Two calculations on the same crystal can disagree about its size merely because they treat the electrons' mutual avoidance differently. For the ferroelectric BaTiO₃, ten density functionals give ten equilibrium volumes, that is, the volume per atom at which each method finds its lowest energy. Two more, plain PBE and LDA, are hidden behind question marks. How closely can they be worked out from the others?

Kohn-Sham DFT calculations with VASP for BaTiO₃ (5-atom cell, initial space group P4mm), using a 600 eV plane-wave cutoff, a 7×7×7 k mesh and Fermi-Dirac smearing of 0.05 eV, without spin polarisation. Cell shape, volume and ion positions were relaxed with each method, for a static lattice.

```
     method  rung                            potentials  equilibrium volume (Å³/atom)
        LDA   LDA  VASP PAW LDA potentials, recommended                             ?
        PBE   GGA  VASP PAW PBE potentials, recommended                             ?
 PBE-D3(BJ)   GGA  VASP PAW PBE potentials, recommended                        13.058
     PBE-D4   GGA  VASP PAW PBE potentials, recommended                        13.141
  PBE-rVV10   GGA  VASP PAW PBE potentials, recommended                        13.215
     PBEsol   GGA  VASP PAW PBE potentials, recommended                        12.794
       RPBE   GGA  VASP PAW PBE potentials, recommended                        14.229
    RPBE-D3   GGA  VASP PAW PBE potentials, recommended                        13.665
RPBE-D3(BJ)   GGA  VASP PAW PBE potentials, recommended                        11.612
    RPBE-D4   GGA  VASP PAW PBE potentials, recommended                        13.357
     revPBE   GGA  VASP PAW PBE potentials, recommended                        13.997
  revPBE-D3   GGA  VASP PAW PBE potentials, recommended                        13.336
```

LDA takes its energy from the local electron density alone. A GGA also looks at how steeply the density changes, and its exchange part lowers the energy where that change is steep. Pulling atoms apart leaves more such regions between them, so a GGA with stronger exchange enhancement favours a roomier crystal. This can explain much of the rise from PBEsol through revPBE to RPBE.

BaTiO₃ adds a second way to grow. Its titanium ion can move off centre while the cell lengthens along one axis, and GGAs of the PBE type are known to exaggerate this distortion. The same calculations show its trace: the two lowest conduction levels at the zone centre, which coincide in a cubic crystal, lie about 0.4 eV apart with PBEsol and 0.9 eV apart with RPBE. Cell shape and ion positions were relaxed together with the volume, so a larger volume here is not simply a uniform stretching of all bonds. The ratio of the long cell edge to the short ones rises from 1.025 with PBEsol to 1.092 with revPBE and 1.111 with RPBE. Between PBEsol and RPBE the long edge grows by about 9 %, the short ones by only about 1 %.

PBE can be approached from above, because PBE, revPBE and RPBE share the same correlation and differ only in exchange. Their formulas fix the relative strength of the enhancement at a chosen reduced gradient, a dimensionless measure of how steeply the density changes. At a reduced gradient of 1, the step from PBE to revPBE is 2.58 times the step from revPBE to RPBE. If volume follows enhancement in proportion, the calculation is short:

RPBE − revPBE = 14.229 − 13.997 = 0.232 Å³/atom  
PBE ≈ 13.997 − 2.58 × 0.232 ≈ 13.40 Å³/atom

This value is probably too low. As the polar distortion sets in, volume should rise faster and faster with enhancement, so a slope taken among the roomiest crystals overstates the way back to PBE. The choice of gradient matters as well: at 1.5 the same route gives 13.28 Å³/atom.

PBE can also be approached from below, through the rows that add dispersion, the weak attraction between fluctuating charges. A weight on a spring is a useful comparison: the displacement is the load divided by the stiffness. Here the dispersion energy measures the load. The comparison holds only for small loads, since a crystal changes its stiffness as it shrinks and can also move its titanium ion.

In RPBE-D3, RPBE-D4 and revPBE-D3, each eV of dispersion energy removes between 2.1 and 2.4 Å³. Adding the average loss back to PBE-D3(BJ) and PBE-D4 gives 13.64 Å³/atom for plain PBE. This is probably too high, because the RPBE and revPBE crystals, presumably roomier and more polar, should be softer springs than the PBE crystal.

RPBE-D3(BJ) was kept out of that average. Its dispersion energy is 1.8 eV per atom, several times that of the other dispersion-corrected rows for which it is known, and it shrinks the RPBE crystal by 2.6 Å³/atom. The splitting of the conduction levels vanishes and the cell edges agree to about 0.001 Å, so the crystal has become essentially cubic. The same combination is known to shrink metals far too much, which points to a fault of the method, not to a property of BaTiO₃.

The two routes should err in opposite directions, so the forecast for PBE is their midpoint, **13.52 ± 0.15 Å³/atom**. That places it above PBE-rVV10 and below revPBE. The error bar is a judgement, a little wider than the distance from the midpoint to either route.

LDA needs a different start, because none of the known rows shares its correlation or its potentials. Experience with oxides suggests that LDA lattice constants are roughly 1 % shorter than those of PBEsol. Applied to all three directions, this gives 12.794 × 0.99³, or **12.41 ± 0.20 Å³/atom**. LDA should then lie below PBEsol but above the faulty RPBE-D3(BJ).

A simpler scheme would cover both cases with one straight line of volume against exchange enhancement, again at a reduced gradient of 1, drawn through PBEsol and revPBE. It gives 13.78 Å³/atom for PBE and 11.17 for LDA. It was set aside because PBEsol and LDA also change the gradient part of correlation, and because LDA lies far beyond the two points that define the line.

The withheld rows as computed:

```
method  rung                            potentials  equilibrium volume (Å³/atom)
   LDA   LDA  VASP PAW LDA potentials, recommended                        12.399
   PBE   GGA  VASP PAW PBE potentials, recommended                        13.493
```

PBE comes out at 13.49 Å³/atom, 0.03 below the forecast, or about 0.2 % of the computed volume. The agreement is better than either route deserves. The exchange route was too low by about 0.10 Å³/atom and the dispersion route too high by 13.64 − 13.49 = 0.15, so much of the success comes from errors that cancel. Both errors do have the expected sign. The k mesh and cutoff are usual working values, not converged limits, so a miss as small as 0.03 should not be read too closely.

The dispersion rows show where the second error arose. With PBE, an eV of dispersion energy removes only 1.67 Å³, both for D4 and for D3(BJ), clearly less than the loss borrowed from RPBE and revPBE. Plain PBE does give the less distorted crystal: its axis ratio is 1.057, against 1.092 with revPBE and 1.111 with RPBE. The conduction levels agree, lying about 0.6 eV apart, against 0.8 eV with revPBE and 0.9 eV with RPBE. A smaller and less polar crystal should be a stiffer spring and so lose less volume. The stiffness itself was not calculated, however, and the dispersion terms also differ in how they fade at short distance, so this cause remains an inference.

LDA comes out at 12.40 Å³/atom, within 0.02 of its forecast. Its mean cell length is 1.04 % shorter than that of PBEsol, almost exactly the rule that was put in. The edges do not shrink alike, however: the short ones are 0.6 % shorter and the long one 1.9 %. The hit therefore supports the rule for the mean length in this oxide, not for each direction. It does not explain the rule, and part of the difference may come from the change of potentials.

The straight line fails in an instructive way. It is 0.29 Å³/atom too high for PBE and about 1.2 too low for LDA. If polar growth makes the volume rise ever faster from PBEsol to revPBE, a straight line joining the two lies above the true curve at PBE. The size of this miss also depends on the chosen gradient: at 1.5 it would be clearly smaller, while the line would still be far too low for LDA. Carried on to LDA, the line keeps this steep slope, although the crystal has less polar growth left to lose: the axis ratio is already down to 1.025 with PBEsol, and it is still 1.012 with LDA. The line also ignores that the gradient part of correlation favours compact crystals, so that removing both gradient parts should shrink the cell less than removing exchange enhancement alone. The printed analysis after this text lists the estimates and the misses of both forecasts.

For practical work, the choice of functional is a large decision here: from LDA to RPBE the volume grows by 14.23/12.40 − 1, or about 15 %. These are differences between methods for a static lattice, not errors against a real sample. To estimate a neighbouring functional, first ask what it changes: exchange, correlation or dispersion. Then borrow the slope from a crystal that is about equally stretched and equally polar, because a slope from a softer crystal can overstate the change.

Printed output of the fit:

```
Enhancement step PBE to revPBE over step revPBE to RPBE, at reduced gradient 1: 2.584
Volume of RPBE less revPBE, A^3/atom: 0.232
PBE by the exchange route, reduced gradient 1, A^3/atom: 13.4
PBE by the exchange route, reduced gradient 1.5, A^3/atom: 13.28
Volume loss per eV of dispersion energy, RPBE-D3, A^3/eV: 2.401
Volume loss per eV of dispersion energy, RPBE-D4, A^3/eV: 2.097
Volume loss per eV of dispersion energy, revPBE-D3, A^3/eV: 2.367
PBE by the dispersion route, A^3/atom: 13.64
FORECAST for PBE, midpoint of both routes, error bar 0.15, A^3/atom: 13.52
FORECAST for LDA, from PBEsol, error bar 0.20, A^3/atom: 12.41
Rival straight line through PBEsol and revPBE, PBE, A^3/atom: 13.78
Rival straight line through PBEsol and revPBE, LDA, A^3/atom: 11.17
Volume of RPBE-D3(BJ) less RPBE, A^3/atom: -2.617
COMPUTED PBE, A^3/atom: 13.49
Computed less forecast, PBE, A^3/atom: -0.02502
COMPUTED LDA, A^3/atom: 12.4
Computed less forecast, LDA, A^3/atom: -0.01501
Computed volume loss per eV of dispersion energy, PBE-D4, A^3/eV: 1.669
Computed volume loss per eV of dispersion energy, PBE-D3(BJ), A^3/eV: 1.672
Mean cell length of LDA against PBEsol, percent: -1.04
Computed volume of PBE less PBEsol, A^3/atom: 0.699
```
